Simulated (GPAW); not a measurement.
**SnO: band structure with SCAN**

The system is SnO.

```
CELL_PARAMETERS angstrom
3.13193 0.00000 0.00000
0.00000 3.13193 0.00000
0.00000 0.00000 3.13193
ATOMIC_POSITIONS crystal
Sn 0.00000 0.00000 0.00000
O 0.50000 0.50000 0.50000
```

The cell was built by a generator and needn't be a form met in nature.

```json
{
 "Program": "GPAW 26.7.0",
 "Task": "band structure",
 "Functional": "SCAN",
 "Potentials or basis": "GPAW PAW data sets (gpaw-data 1.2.1)",
 "Cutoff": "800 eV",
 "Basis": "pw",
 "k mesh": "9 × 9 × 9",
 "Occupations": "fermi-dirac, width 0.05 eV",
 "Spin": "no spin polarisation",
 "Maxiter": "150",
 "Band path": "GXMGRX,MR",
 "Band points": "100"
}
```

```
Pressure                : -3.4 GPa
Band gap along the path : 0.06 eV, indirect (least direct gap 0.11 eV)
```

Levels at the corners of the path, in eV from the valence-band top:
```csv
point,band 7,band 8,band 9,band 10,band 11,band 12,band 13
Γ,-7.79,-2.63,-2.63,-2.63,8.24,8.24,8.24
X,-9.09,-1.87,-1.87,-0.98,0.38,7.35,7.35
M,-5.55,-5.55,-4.97,-1.74,3.57,3.57,9.30
Γ,-7.79,-2.63,-2.63,-2.63,8.24,8.24,8.24
R,-3.39,-3.39,-3.39,-1.56,0.06,0.06,0.06
X,-9.09,-1.87,-1.87,-0.98,0.38,7.35,7.35
M,-5.55,-5.55,-4.97,-1.74,3.57,3.57,9.30
R,-3.39,-3.39,-3.39,-1.56,0.06,0.06,0.06
```

It took 2.2 min on 1 thread of Arm Neoverse V2, on a shared host, peak memory 0.39 GiB.

Caveat: the PAW data sets were made with another functional, which shifts forces and pressure a little; spin-orbit coupling is left out, which moves the levels of the heavy elements.
